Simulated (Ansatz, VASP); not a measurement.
Two plane-wave programs on Ga

```
Ga
1.0
    -1.48574    1.48574    2.22503
     1.48574   -1.48574    2.22503
     1.48574    1.48574   -2.22503
Ga
1
Direct
  0.00000 0.00000 0.00000
```

Alike in both runs: task single point; functional LDA; k mesh 20 × 20 × 20; occupations gaussian, width 0.1 eV; no spin polarisation.

```csv
,VASP,Ansatz
version,VASP 6.6.1,Ansatz 0.2.0
potentials or method,"VASP PAW LDA potentials, release 64 (Ga_d)","scalar-relativistic, plane waves, PAW"
plane-wave cutoff (eV),520,420
valence electrons in the cell,13,13
```

|  | VASP | Ansatz | Ansatz less VASP |
| --- | --- | --- | --- |
| gap on the k mesh at the Fermi level (eV) | none | none | - |
| pressure (GPa) | -6.2 | -6.4 | -0.17 |

A gap of «none» marks a metal or a gap that the smearing closes.
